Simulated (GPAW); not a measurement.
# Ag (P6_3/mmc) in GPAW: a series of runs, part 2 of 2

GPAW 26.7.0. Earlier steps stand in the parts before.

## (3) Relaxation of cell and atoms, PBEsol+D4

Input file run.py:

```python
from ase import Atoms
from ase.calculators.mixing import SumCalculator
from ase.filters import FrechetCellFilter
from ase.io import write
from ase.optimize import BFGS
from dftd4.ase import DFTD4
from gpaw import GPAW, PW, setup_paths

setup_paths.insert(0, '.')

atoms = Atoms(['Ag', 'Ag'],
              cell=[[2.93, 0.0, 0.0],
                    [-1.465, 2.5374544331, 0.0],
                    [0.0, 0.0, 4.79]],
              scaled_positions=[[0.6666666667, 0.3333333333, 0.75],
                                [0.3333333333, 0.6666666667, 0.25]],
              pbc=True)

calc = GPAW(mode=PW(600),
            xc='PBEsol',
            kpts={'size': (8, 8, 4), 'gamma': True},
            occupations={'name': 'fermi-dirac', 'width': 0.05},
            nbands=31,
            convergence={'density': 1e-05, 'forces': 0.0001},
            maxiter=150,
            txt='gpaw.txt')
atoms.calc = SumCalculator([calc, DFTD4(method='pbesol')])
opt = BFGS(FrechetCellFilter(atoms), trajectory='relax.traj', logfile='-')
done = opt.run(fmax=0.02, steps=60)
calc.write('gs.gpw')
write('result.traj', atoms)
print('Converged:', done)
print('Cell:', atoms.cell.cellpar().round(4))
print('Volume:', round(atoms.get_volume(), 4))
print(atoms.get_scaled_positions().round(5))
```

Potentials or basis: PAW data sets generated in the run's folder for this functional, pw.

Launch:

```
> gpaw-setup -f PBEsol Ag
> OMP_NUM_THREADS=1 python run.py
```

gpaw.txt:

```text
__  _  _
 | _ |_)|_||  |
 |__||  | ||/\| - 26.7.0

Input parameters:
  mode=PW(ecut=600.0),
  convergence={'density': 1e-05, 'forces': 0.0001},
  kpts=MonkhorstPack(size=(8, 8, 4), gamma=True),
  maxiter=150,
  nbands=31,
  occupations=Occupations(name='fermi-dirac', width=0.05),
  xc=XC(name='PBEsol')

Diagonalizing LCAO Hamiltonian
Converting LCAO to pw mode

          Ag

        Ag

Atoms  # Å, Bohr magnetons
|   | symbol |         x |        y |        z |    initial magnetic moments |
|---|--------|-----------|----------|----------|-----------------------------|
| 0 |     Ag |  1.465000 | 0.845818 | 3.592500 | ( 0.0000,  0.0000,  0.0000) |
| 1 |     Ag | -0.000000 | 1.691636 | 1.197500 | ( 0.0000,  0.0000,  0.0000) |
[... 184 lines left out ...]
|         24 |        27.567 |     0.000 |
|         25 |        27.567 |     0.000 |
|        ... |               |           |
|         30 |        32.339 |     0.000 |

No gap
No difference between direct/indirect transitions

Stress tensor  # eV/Ang^3
|        x |         y |         z |
|----------|-----------|-----------|
| 0.034124 |  0.000000 |  0.000000 |
| 0.000000 |  0.034124 | -0.000000 |
| 0.000000 | -0.000000 |  0.042726 |

Forces  # eV/Ang
|        x |        y |        z |
|----------|----------|----------|
|  0.00000 | -0.00000 |  0.00001 |  # Ag   0
| -0.00000 |  0.00000 | -0.00001 |  # Ag   1

Interpolating wave functions to new cell
[... 194 lines left out ...]
|         24 |        28.090 |     0.000 |
|         25 |        28.090 |     0.000 |
|        ... |               |           |
|         30 |        33.042 |     0.000 |

No gap
No difference between direct/indirect transitions

Stress tensor  # eV/Ang^3
|         x |         y |        z |
|-----------|-----------|----------|
|  0.023103 | -0.000000 | 0.000000 |
| -0.000000 |  0.023103 | 0.000000 |
|  0.000000 |  0.000000 | 0.031382 |

Forces  # eV/Ang
|        x |        y |        z |
|----------|----------|----------|
| -0.00000 |  0.00000 | -0.00004 |  # Ag   0
|  0.00000 | -0.00000 |  0.00004 |  # Ag   1

Interpolating wave functions to new cell
[... 144 lines left out ...]
SCF iterations
|iter     | |      energy | eigst |  dens |force |
|---------|-|-------------|-------|-------|------|
|iter:   1| |   -7.408712 | -1.02 |       |      |
|iter:   2| |   -7.252512 | -3.88 | -1.30 |      |
|iter:   3| |   -6.828981 | -3.02 | -1.36 |      |
|iter:   4| |   -6.835121 | -3.80 | -2.25 |      |
|iter:   5| |   -6.840111c| -3.56 | -2.52 |      |
|iter:   6| |   -6.840128c| -6.27 | -3.48 |      |
|iter:   7| |   -6.840125c| -6.56 | -3.76 |      |
|iter:   8| |   -6.840124c| -8.45c| -4.68 |      |
|iter:   9| |   -6.840124c| -8.06c| -5.19c|      |
|iter:  10| |   -6.840124c| -9.18c| -6.33c|-3.93 |
|iter:  11| |   -6.840124c|-10.31c| -6.72c|-4.29c|

Converged in 11 steps
Energy contributions relative to reference atoms: (reference = -289057.935154)

Energy contributions:
  Kinetic:          -1.441923
  Coulomb:          -0.397592
  Zero:              0.352758
  External:          0.000000
  Xc:               -5.348048
  Entropy:          -0.010639
  Spinorbit:         0.000000
  ----------------------------
  Free energy:      -6.845443
  Extrapolated:     -6.840124
[... 461 lines left out ...]
Stress tensor  # eV/Ang^3
|         x |         y |         z |
|-----------|-----------|-----------|
| -0.021354 |  0.000000 |  0.000000 |
|  0.000000 | -0.021354 |  0.000000 |
|  0.000000 |  0.000000 | -0.015914 |

Forces  # eV/Ang
|        x |       y |        z |
|----------|---------|----------|
|  0.00000 | 0.00000 |  0.00002 |  # Ag   0
| -0.00000 | 0.00000 | -0.00002 |  # Ag   1

Interpolating wave functions to new cell

          Ag

        Ag

Atoms  # Å, Bohr magnetons
|   | symbol |         x |        y |        z |    initial magnetic moments |
|---|--------|-----------|----------|----------|-----------------------------|
| 0 |     Ag |  1.427717 | 0.824293 | 3.466183 | ( 0.0000,  0.0000,  0.0000) |
| 1 |     Ag | -0.000000 | 1.648585 | 1.155395 | ( 0.0000,  0.0000,  0.0000) |
[... 191 lines left out ...]
Stress tensor  # eV/Ang^3
|         x |         y |         z |
|-----------|-----------|-----------|
| -0.022354 |  0.000000 | -0.000000 |
|  0.000000 | -0.022354 |  0.000000 |
| -0.000000 |  0.000000 | -0.018716 |

Forces  # eV/Ang
|       x |       y |        z |
|---------|---------|----------|
| 0.00000 | 0.00000 |  0.00002 |  # Ag   0
| 0.00000 | 0.00000 | -0.00002 |  # Ag   1

Interpolating wave functions to new cell

          Ag

        Ag

Atoms  # Å, Bohr magnetons
|   | symbol |         x |        y |        z |    initial magnetic moments |
|---|--------|-----------|----------|----------|-----------------------------|
| 0 |     Ag |  1.429573 | 0.825364 | 3.456524 | ( 0.0000,  0.0000,  0.0000) |
| 1 |     Ag | -0.000000 | 1.650728 | 1.152173 | ( 0.0000,  0.0000,  0.0000) |
[... 191 lines left out ...]
Stress tensor  # eV/Ang^3
|         x |         y |         z |
|-----------|-----------|-----------|
| -0.021952 |  0.000000 |  0.000000 |
|  0.000000 | -0.021952 | -0.000000 |
|  0.000000 | -0.000000 | -0.020052 |

Forces  # eV/Ang
|       x |        y |        z |
|---------|----------|----------|
| 0.00000 |  0.00000 | -0.00002 |  # Ag   0
| 0.00000 | -0.00000 |  0.00002 |  # Ag   1

Interpolating wave functions to new cell

          Ag

        Ag

Atoms  # Å, Bohr magnetons
|   | symbol |         x |        y |        z |    initial magnetic moments |
|---|--------|-----------|----------|----------|-----------------------------|
| 0 |     Ag |  1.432223 | 0.826894 | 3.447806 | ( 0.0000,  0.0000,  0.0000) |
| 1 |     Ag | -0.000000 | 1.653789 | 1.149265 | ( 0.0000,  0.0000,  0.0000) |
[... 198 lines left out ...]
Forces  # eV/Ang
|        x |        y |        z |
|----------|----------|----------|
| -0.00000 |  0.00000 | -0.00004 |  # Ag   0
|  0.00000 | -0.00000 |  0.00004 |  # Ag   1

# Writing to gs.gpw (mode='')
```

stdout:

```text
Step          Energy          fmax
BFGS:    0       -7.451742        1.061258
BFGS:    1       -7.487139        0.852547
BFGS:    2       -7.536172        0.191386
BFGS:    3       -7.538246        0.078563
BFGS:    4       -7.538315        0.059683
BFGS:    5       -7.538516        0.045046
BFGS:    6       -7.538732        0.038327
BFGS:    7       -7.538991        0.015364
Converged: True
Cell: [  2.8644   2.8644   4.5971  90.      90.     120.    ]
Volume: 32.6658
[[0.66667 0.33333 0.75   ]
 [0.33333 0.66667 0.25   ]]
```

It took 1.9 min on 1 thread of Intel Xeon Platinum 8559C (Emerald Rapids), shared host; peak memory 0.32 GiB.

Results:

```yaml
Free_energy: -7.5442 eV
Relaxed_volume: 16.33 Å³/atom
Relaxed_cell: a = 2.864 Å, b = 2.864 Å, c = 4.597 Å, α = 90.00°, β = 90.00°, γ = 120.00°
Space_group_after_relaxing_to_0.05_Å: P6_3/mmc (No. 194)
Energy_gained_by_relaxing: 43.6 meV/atom
Ionic_steps: 8
Pressure_after_relaxing: 0.1 GPa
Band_gap_on_the_k_mesh: none (metal or under the smearing width)
Dispersion_energy_per_atom: -0.344 eV
```

The path:
| step | energy change (eV) | largest force (eV/Å) | pressure (GPa) | volume (Å³) |
| --- | --- | --- | --- | --- |
| 1 | 0.0000 | 0.0000 | -8.62 | 35.61 |
| 2 | -0.0354 | 0.0000 | -6.94 | 34.89 |
| 3 | -0.0844 | 0.0000 | 1.58 | 32.31 |
| 4 | -0.0865 | 0.0000 | -0.14 | 32.73 |
| 5 | -0.0866 | 0.0000 | 0.00 | 32.70 |
| 6 | -0.0868 | 0.0000 | 0.25 | 32.63 |
| 7 | -0.0870 | 0.0000 | 0.27 | 32.63 |
| 8 | -0.0872 | 0.0000 | 0.13 | 32.67 |

Final structure:
```xyz
2
Lattice="2.8644 0.0000 0.0000 -1.4322 2.4807 0.0000 0.0000 0.0000 4.5971" Properties=species:S:1:pos:R:3 pbc="T T T"
Ag    1.4322    0.8269    3.4478
Ag    0.0000    1.6538    1.1493
```

Levels at points of the mesh, in eV from the Fermi level:
```csv
k point,band 13,band 14,band 15,band 16,band 17,band 18,band 19,band 20,band 21,band 22
"(0.00, 0.00, 0.00)",-4.36,-4.07,-4.07,-2.89,-2.89,-0.32,4.26,15.90,18.36,18.43
"(0.00, 0.00, 0.50)",-4.52,-4.52,-3.23,-3.23,-3.23,-3.23,12.02,12.02,16.33,16.33
"(0.50, 0.50, 0.00)",-3.77,-2.78,-2.65,-2.61,0.18,1.74,7.32,7.56,10.05,10.81
"(0.50, 0.50, 0.50)",-2.96,-2.96,-2.68,-2.68,0.77,0.77,4.97,4.97,14.04,14.04
```

Caveat: later steps reuse the first step's grids; pairwise dispersion overbinds metals, which lowers pressure and volume.
